**Question: PBE says my germanium is a metal. Which setting do I change?**

I want the band gap and the carriers of a germanium channel. Most of these runs give a gap of exactly zero, whatever the program, yet a few give a small one. Should I switch potentials, refine the k-mesh, try another gradient functional, or pay for something more expensive?

Germanium (diamond structure, 2-atom cell, not relaxed) in Kohn–Sham DFT without spin polarisation or spin–orbit coupling. Fermi–Dirac smearing is 0.05 eV (exciting: Gaussian, 0.011 eV); a gap of 0 marks a run counted as metallic. The measured gap is 0.744 eV (indirect, Γ to L, T = 0 value fitted to photoluminescence; arXiv:2003.00143; values found: 0.66 to 0.89).

| program | functional | how the value is got | potentials or basis | wave cutoff (eV) | k-mesh | computed band gap (eV) | computed less measured (eV) |
| --- | --- | --- | --- | --- | --- | --- | --- |
| SIESTA 5.4.2 | PBE | Kohn-Sham, on the mesh | PseudoDojo 0.4 standard NC | n/a | 8x8x8 | 0 | -0.74 |
| ABINIT 10.8.3 (1) | PW91 | Kohn-Sham, on the mesh | PseudoDojo NC SR PBE v0.4.1 standard | 1061 | 8x8x8 | 0 | -0.74 |
| Quantum ESPRESSO 7.5 (1) | PBE | Kohn-Sham, on the mesh | PseudoDojo 0.4.1 SR PBE standard | 1061 | 16x16x16 | 0 | -0.74 |
| FLEUR MaX-R8.1 (later development tree) (1) | BLYP | Kohn-Sham, on the mesh | all electron | n/a | 8x8x8 | 0 | -0.74 |
| Quantum ESPRESSO 7.5 (2) | PBE | Kohn-Sham, on the mesh | SSSP 1.3 efficiency PBE | 748 | 8x8x8 | 0 | -0.74 |
| FLEUR MaX-R8.1 (later development tree) (2) | BH | Kohn-Sham, on the mesh | all electron | n/a | 8x8x8 | 0 | -0.74 |
| ABINIT 10.8.3 (2) | PBE | Kohn-Sham, on the mesh | JTH PAW PBE v2.0 | 544 | 10x10x10 | 0 | -0.74 |
| exciting sodium | PBE | Kohn-Sham, on the mesh | all electron LAPW+lo, shipped species files | n/a | 8x8x8 | 0.03 | -0.71 |
| GPAW 26.7.0 | PBE | Kohn-Sham, on the mesh | PAW data sets made by gpaw setup for the functional | 450 | 7x7x7 | 0.091 | -0.65 |
| ABINIT 10.8.3 (3) | HCTH407 | Kohn-Sham, on the mesh | JTH PAW PBE v2.0 | 544 | 8x8x8 | 0.101 | -0.64 |
| FLEUR MaX-R8.1 (later development tree) (3) | revPBE | Kohn-Sham, on the mesh | all electron | n/a | 8x8x8 | 0.129 | -0.61 |
| ABINIT 10.8.3 (4) | HCTH407 | Kohn-Sham, on the mesh | PseudoDojo NC SR PBE v0.4.1 standard | 1061 | 8x8x8 | 0.239 | -0.51 |

**Answer**

Change the level of theory. The twelve runs use local or gradient-corrected functionals (BH in the table is the local functional of von Barth and Hedin, not a hybrid), and the largest gap among them, 0.24 eV, is only a third of the measured one. Among the PBE runs the printed gaps differ by 0.09 eV, while even the best of them falls 0.65 eV short. Choosing another program therefore moves the printed gap by only a small part of the error.

The seven zeros are also weaker evidence of agreement than they look. In the run ABINIT 10.8.3 (2) the bands at Γ, the centre of the Brillouin zone, are still 0.01 eV apart. Smearing, the artificial temperature that helps convergence, has pushed the Fermi level above the lowest conduction state, so the run is counted as metallic.

You can estimate when this happens. At Γ one conduction state faces three valence states of equal energy. When the Fermi level reaches the conduction state, that state is half filled, so each valence state must have lost 1/6 of its filling. With Fermi–Dirac smearing of width w, the empty fraction of a valence state is 1/(1 + exp(gap/w)). Setting this to 1/6 gives gap = w ln 5, or about 0.08 eV for the w = 0.05 eV used in all runs but exciting.

A printed zero thus means "below roughly 0.08 eV, or bands in inverted order". The four non-zero gaps obtained with this smearing do lie above the limit. They are read on the mesh, so the true gaps of these models can only be equal or smaller. The estimate counts Γ alone; electrons that spill into other valleys lower the limit somewhat, while on a fine mesh holes at points beside Γ raise it.

**Why the gap is too small.** A real gap is the cost of removing an electron from the crystal less the energy regained by adding one elsewhere. The calculation reports the spacing of orbital energies in one common potential. In exact theory that potential jumps by a constant when an electron is added across the gap, and the jump belongs to the gap. Local and gradient functionals have no such jump, and their potential has errors of its own.

The hydrogen atom shows the effect in its purest form. Treated without spin polarisation, its 1s level is half full, so the orbital gap is zero, although the true difference between removing and adding an electron is roughly 13 eV. The comparison explains the kind of error, not its size: in germanium the other electrons screen the added charge and shrink the jump to the order of an electronvolt or less.

Germanium suffers visibly because its gap is small to begin with. The conduction state at Γ is an antibonding combination of 4s orbitals, which are tightly bound, so it lies close above the valence top. In silicon the corresponding state lies much higher and the gap is set by another valley, near X, so the same kind of error leaves a reduced gap instead of none.

Spin–orbit coupling, left out of these runs, does not rescue PBE. It would raise the valence top by about 0.1 eV and so narrow the gap further.

**Why another gradient functional is no cure.** With the same potentials in ABINIT, going from PBE to HCTH407 opens the gap at Γ by 0.09 eV. Keeping HCTH407 and changing the potentials, with their cutoff, shifts it by 0.14 eV. Both sets of potentials were made for PBE, so the larger HCTH407 gap cannot be credited to the functional alone.

For a transistor channel the order of the valleys matters as much as the gap. Measured germanium has its conduction minimum at L, on the zone boundary, whereas the non-zero gaps in the table are all direct on their meshes (the 7x7x7 mesh of the GPAW run has no point at L, so that run cannot test the order). Compared like for like, the PBE gap from Γ to L in ABINIT is 0.18 eV, still 0.57 eV short. The PBE band energies from ABINIT put L 0.17 eV above Γ, about six times the thermal energy at room temperature, so the model's lowest electron states lie in the wrong, lighter valley. How the electrons divide between the valleys also depends on the density of states, which is much larger at L. HCTH407 on the same potentials widens the gap but increases this misplacement to 0.29 eV. Shifting all conduction bands up rigidly to match the measured gap would leave the order wrong too.

**What to run, and what it costs.** Use a screened hybrid functional or a GW calculation, with spin–orbit coupling. A hybrid mixes in exact exchange, which acts differently on filled and empty states; GW computes the energies of adding and removing electrons directly. Both are known to open germanium's gap, though neither is tested here. A one-shot GW run takes over the orbitals and fillings of its starting calculation, so start it from a hybrid rather than from a PBE run without a gap. Check the order of Γ and L as well as the gap, on a mesh that contains both points.

Spend the extra effort there rather than on a finer PBE run. Going from the lower to the higher ABINIT cutoff in the table means 2.7 times as many plane waves. Doubling the mesh along each edge gives 8 times as many k-points, but exact exchange couples them in pairs, so that part of the work can grow 64-fold before symmetry helps. The output below lists the steps and shortfalls behind this advice.

Output of the analysis:

```
rows printed as zero: 7
PBE rows: 6
PBE rows printed as zero: 4
largest computed gap as percent of the measured gap: 32.12
smallest shortfall of any row in eV: 0.505
smallest shortfall against the lowest measured value in eV: 0.421
spread of the printed PBE gaps in eV: 0.091
smallest shortfall of a PBE row in eV: 0.653
HCTH407 gap change on swapping potentials in eV: 0.138
gap at Gamma with PBE in ABINIT (2) in eV: 0.0104
gap from Gamma to L with PBE in ABINIT (2) in eV: 0.1768
gap from Gamma to L with HCTH407 in ABINIT (3) in eV: 0.3919
step PBE to HCTH407 at Gamma in eV: 0.091
step PBE to HCTH407 at L in eV: 0.2151
L above Gamma in the conduction band with PBE in eV: 0.1664
L above Gamma in the conduction band with HCTH407 in eV: 0.2905
PBE valley misorder in units of kT at 300 K: 6.437
shortfall at L with PBE in eV: 0.5672
shortfall at L with HCTH407 in eV: 0.3521
Fermi level above the conduction state at Gamma in ABINIT (2) in eV: 0.03176
estimated gap below which 0.05 eV smearing prints zero in eV: 0.08047
plane waves at the higher ABINIT cutoff over the lower: 2.724
k-point pairs on doubling the mesh along each edge as a factor: 64
```
